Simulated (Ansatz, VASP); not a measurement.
**Two plane-wave programs on BP**

File POSCAR:

```
BP
1.0
    0.0000000000      2.2455841461      2.2682668142
    2.2682668142      0.0000000000      2.2682668142
    2.2682668142      2.2455841461      0.0000000000
B P
1 1
Direct
    0.0000000000      0.0000000000      0.0000000000
    0.7500000000      0.7500000000      0.7500000000
```

The input INCAR.step1:

```
SYSTEM = BP
  PREC = Accurate
  ENCUT = 520
  ISMEAR = 0
  SIGMA = 0.05
  LREAL = .FALSE.
  LASPH = .TRUE.
  NELM = 60
  NBANDS = 11
  GGA = PE
  ALGO = Normal
  EDIFF = 1E-4
  LWAVE = .TRUE.
  LCHARG = .FALSE.
```

Contents of INCAR.step2:

```
SYSTEM = BP
  PREC = Accurate
  ENCUT = 520
  EDIFF = 1E-6
  ISMEAR = 0
  SIGMA = 0.05
  LREAL = .FALSE.
  LASPH = .TRUE.
  NELM = 60
  ALGO = Normal
  ISIF = 2
  LWAVE = .FALSE.
  LCHARG = .TRUE.
  METAGGA = R2SCAN
  LMIXTAU = .TRUE.
  LELF = .TRUE.
  LVHAR = .TRUE.
  NBANDS = 11
  ISTART = 1
```

The input KPOINTS:

```
regular mesh
0
G
  10 10 10
  0 0 0
```

Input for Ansatz:

```yaml
crystal:
  lattice:
    - [0.0, 2.2455841461, 2.2682668142]
    - [2.2682668142, 0.0, 2.2682668142]
    - [2.2682668142, 2.2455841461, 0.0]
  atoms:
    - { symbol: B, position: [0.0, 0.0, 0.0] }
    - { symbol: P, position: [0.75, 0.75, 0.75] }
basis:
  ecutwfc: 500
kpoints:
  mp_grid: { grid: [10, 10, 10] }
hamiltonian:
  xc: r2scan
scf:
  occupations: { method: gaussian, width: 0.05 }
output:
  forces: true
  stress: true
  eigenvalues: true
```

Change from the starting cell: strain -0.0100 x Voigt [0, 1, 0, 0, 0, 0], atoms carried along.

Alike in both runs: task single point; functional r2SCAN; k mesh 10 × 10 × 10; occupations gaussian, width 0.05 eV; no spin polarisation.

|  | VASP | Ansatz |
| --- | --- | --- |
| version | VASP 6.6.1 | Ansatz 0.2.0 |
| potentials or method | VASP PAW PBE potentials, release 64 (B, P) | scalar-relativistic, plane waves, PAW |
| plane-wave cutoff (eV) | 520 | 500 |
| valence electrons in the cell | 8 | 8 |

VASP gave:

- gap on the k mesh at the Fermi level (eV): 1.27
- least direct gap on the mesh (eV): 3.55
- pressure (GPa): 1.2
- largest component of the traceless stress (GPa): 1.93

Task: Which values does Ansatz return?

Result: gap on the k mesh at the Fermi level (eV): 1.24; least direct gap on the mesh (eV): 3.51; pressure (GPa): 1.7; largest component of the traceless stress (GPa): 1.92.

Caveats: the PAW data sets were made with another functional, which shifts forces and pressure a little (VASP). A k mesh can miss the band edges.
